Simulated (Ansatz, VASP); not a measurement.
KF in VASP and in Ansatz

POSCAR

```
KF
1.0
    0.0000000000      2.5374460657      2.5374460657
    2.5374460657      0.0000000000      2.5374460657
    2.5374460657      2.5374460657      0.0000000000
K F
1 1
Direct
    0.0000000000      0.0000000000      0.0000000000
    0.5000000000      0.5000000000      0.5000000000
```

Contents of INCAR.step1:

```
SYSTEM = KF
ALGO = Normal
EDIFF = 1E-4
ENCUT = 520
GGA = PE
ISMEAR = 0
LASPH = .TRUE.
LCHARG = .FALSE.
LREAL = .FALSE.
LWAVE = .TRUE.
NBANDS = 15
NELM = 60
PREC = Accurate
SIGMA = 0.01
```

The input INCAR.step2:

```
SYSTEM = KF
ALGO = Normal
EDIFF = 1E-6
ENCUT = 520
ISIF = 2
ISMEAR = 0
ISTART = 1
LASPH = .TRUE.
LCHARG = .FALSE.
LMIXTAU = .TRUE.
LREAL = .FALSE.
LWAVE = .FALSE.
METAGGA = R2SCAN
NBANDS = 15
NELM = 60
PREC = Accurate
SIGMA = 0.01
```

File KPOINTS:

```
k-points
0
G
  8 8 8
  0 0 0
```

Input for Ansatz:

```yaml
crystal:
  lattice:
    - [0.0, 2.5374460657, 2.5374460657]
    - [2.5374460657, 0.0, 2.5374460657]
    - [2.5374460657, 2.5374460657, 0.0]
  atoms:
    - { symbol: K, position: [0.0, 0.0, 0.0] }
    - { symbol: F, position: [0.5, 0.5, 0.5] }
kpoints:
  mp_grid: { grid: [8, 8, 8] }
  band_path:
    path:
      - [0.0, 0.0, 0.0]
      - [0.5, 0.0, 0.5]
      - [0.625, 0.25, 0.625]
      - [0.375, 0.375, 0.75]
      - [0.5, 0.5, 0.5]
      - [0.5, 0.25, 0.75]
    npoints: 1
hamiltonian:
  xc: r2scan
scf:
  occupations: { method: fixed }
  n_extra_bands: 4
output:
  forces: true
  stress: true
  eigenvalues: true
```

Change from the starting cell: hydrostatic strain -4.6%.

Alike in both runs: task single point; functional r2SCAN; k mesh 8 × 8 × 8; no spin polarisation.

```csv
,VASP,Ansatz
version,VASP 6.6.1,Ansatz 0.2.0
potentials or method,"VASP PAW PBE potentials, release 64 (K_sv, F)","plane waves, PAW"
plane-wave cutoff (eV),520,500
occupations,"gaussian, width 0.01 eV",fixed
valence electrons in the cell,16,16
```

|  | VASP | Ansatz | Ansatz less VASP |
| --- | --- | --- | --- |
| gap on the k mesh at the Fermi level (eV) | 7.74 | 7.74 | -0.002 |
| pressure (GPa) | 7.1 | 7.0 | -0.10 |

Caveats: the PAW data sets were made with another functional, which shifts forces and pressure a little (VASP). A k mesh can miss the band edges.
